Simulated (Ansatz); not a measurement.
Set up this calculation in Ansatz 0.2.0, as the native input.

```yaml
Task: single point
Functional: LDA
Potentials_or_basis: all-electron LAPW, scalar-relativistic
Cutoff: 202 eV (chosen from the basis error)
Basis_error_allowed: 0.001 eV/atom
k_mesh: 9 × 9 × 9
Occupations: gaussian, width 0.1 eV
Spin: no spin polarisation
```

Crystal: KF (Carobbiite).

```xyz
2
Lattice="0.0000 2.6719 2.6719 2.6719 0.0000 2.6719 2.6719 2.6719 0.0000" Properties=species:S:1:pos:R:3 pbc="T T T"
K     0.0000    0.0000    0.0000
F     2.6719    2.6719    2.6719
```

One way to write it, as run:

input.yaml

```yaml
crystal:
  lattice:
    - [0.0, 2.67185, 2.67185]
    - [2.67185, 0.0, 2.67185]
    - [2.67185, 2.67185, 0.0]
  atoms:
    - { symbol: K, position: [0.0, 0.0, 0.0] }
    - { symbol: F, position: [0.5, 0.5, 0.5] }
kpoints:
  mp_grid: { grid: [9, 9, 9] }
scf:
  occupations: { method: gaussian, width: 0.1 }
hamiltonian:
  xc: lda
  pseudopotentials: { kind: all_electron, lapw: { basis_error: 0.001 } }
output:
  forces: true
  stress: true
  eigenvalues: true
```

Potentials or basis: all-electron LAPW, scalar-relativistic.

Command:

```sh
$ ansatz run input.yaml --threads 1 --pin off --max-ram 3072MiB --backend cpu --events-out ev --progress --plain --runs-dir out
```

It gave:

```
Pressure               : -3.5 GPa
Band gap on the k mesh : 5.80 eV, direct
```

Caveat: an odd mesh through Γ misses points on the zone boundary, where band edges often lie.

It took 3.6 s on 1 thread of Arm Neoverse V2 (shared host), peak memory 0.24 GiB.
